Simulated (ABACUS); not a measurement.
**MoSe2 in ABACUS: the effect of functional**

MoSe2:

```
Mo Se
1.0
     3.28800    0.00000    0.00000
    -1.64400    2.84749    0.00000
     0.00000    0.00000   12.90000
Mo Se
2 4
Direct
  0.66667 0.33333 0.75000
  0.33333 0.66667 0.25000
  0.66667 0.33333 0.37500
  0.33333 0.66667 0.62500
  0.33333 0.66667 0.87500
  0.66667 0.33333 0.12500
```

Alike in all runs:

```yaml
Program: ABACUS 3.10.1
Task: single point
Potentials_or_basis: PseudoDojo NC SR 0.4.1 PBE standard
Cutoff: 1361 eV
Density_cutoff: 5442 eV
Basis: DZP LCAO (the cutoffs set its grid)
k_mesh: 9 × 9 × 2
Occupations: fermi-dirac, width 0.05 eV
Spin: no spin polarisation
```

```csv
functional,gap on the mesh (eV),pressure (GPa),largest force (eV/Å)
LDA,0.84,2.6,0.90
PBE,0.85,10.4,1.46
PBEsol,0.84,5.6,1.15
PW91,0.85,10.5,1.46
RPBE,?,?,?
```

**Question.** What does the run with functional RPBE give?

**Answer.** gap on the mesh 0.86 eV; pressure 13.1 GPa; largest force 1.59 eV/Å.

Caveats: the atomic orbitals were generated for these runs and aren't a published set; an odd mesh through Γ misses points on the zone boundary, where band edges often lie; the cell's inner coordinates are idealised or old, which leaves forces on the atoms; the basis of atomic orbitals isn't converged, which shifts pressures, moduli and gaps; the potentials were made for another functional, which shifts forces and pressure (some runs); this functional lacks dispersion, which binds the layers, so the pressure and a relaxed spacing across them are unreliable (some runs).
